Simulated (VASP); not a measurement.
Set up this calculation in VASP 6.6.1, as the native input.

```yaml
Task: relaxation of cell and atoms
Functional: BLYP
Dispersion: D3(BJ)
Potentials_or_basis: VASP PAW PBE potentials, release 64 (Ge_d)
Cutoff: 600 eV
k_mesh: 5 × 5 × 5
Occupations: fermi-dirac, width 0.05 eV
Spin: no spin polarisation
Further_INCAR_settings: ALGO = Normal; EDIFF = 1e-07; IBRION = 2; EDIFFG = -0.005; NSW = 40; ISIF = 3
```

The structure of Ge lies in POSCAR:

```
Ge
1.0
    0.0000000000      2.8857400000      5.1156650000
    2.6304970000      0.0000000000      5.1156650000
    2.6304970000      2.8857400000      0.0000000000
Ge
4
Direct
    0.7264900000      0.2735100000      0.7264900000
    0.2735100000      0.7264900000      0.2735100000
    0.2181330000      0.2181330000      0.7818670000
    0.7818670000      0.7818670000      0.2181330000
```

This isn't the form of Ge at room conditions, which is diamond.

One way to write it, as run:

INCAR

```
AGGAC = 1.0 ; AGGAX = 1.0
ALDAC = 0.0 ; ALDAX = 1.0
ALGO = Normal ; EDIFF = 1E-7
EDIFFG = -0.005 ; ENCUT = 600
GGA = B5 ; IBRION = 2
ISIF = 3 ; ISMEAR = -1
IVDW = 12 ; LASPH = T
LCHARG = F ; LREAL = F
LWAVE = F ; NELM = 100
NSW = 40 ; PREC = Accurate
SIGMA = 0.05 ; VDW_A1 = 0.4298
VDW_A2 = 4.2359 ; VDW_S6 = 1.0
VDW_S8 = 2.6996
```

KPOINTS

```
k-points
0
Gamma
  5 5 5
```

Potentials or basis: VASP PAW PBE potentials, release 64 (Ge_d).

The run is started by

```console
$ cat potpaw_PBE.64/Ge_d/POTCAR > POTCAR
$ mpirun -np 1 vasp_std > vasp.out
```

Results of the run:

```yaml
Relaxed_volume: 19.44 Å³/atom
Relaxed_cell: a = 5.897 Å, b = 5.767 Å, c = 3.900 Å, α = 72.29°, β = 68.67°, γ = 39.04°
Space_group_after_relaxing_to_0.05_Å: Fmmm (No. 69)
Energy_gained_by_relaxing: 2.6 meV/atom
Ionic_steps: 22
Pressure_after_relaxing: 0.0 GPa
Band_gap_on_the_k_mesh: none (metal or under the smearing width)
Dispersion_energy_per_atom: -0.790 eV
```

Caveat: the PAW data sets were made with another functional, which shifts forces and pressure a little; pairwise dispersion overbinds metals, which lowers pressure and volume.

Run time: 14 min on 1 thread of Intel(R) Xeon(R) 6975P-C (Granite Rapids) (shared host), peak memory 0.3 GiB.
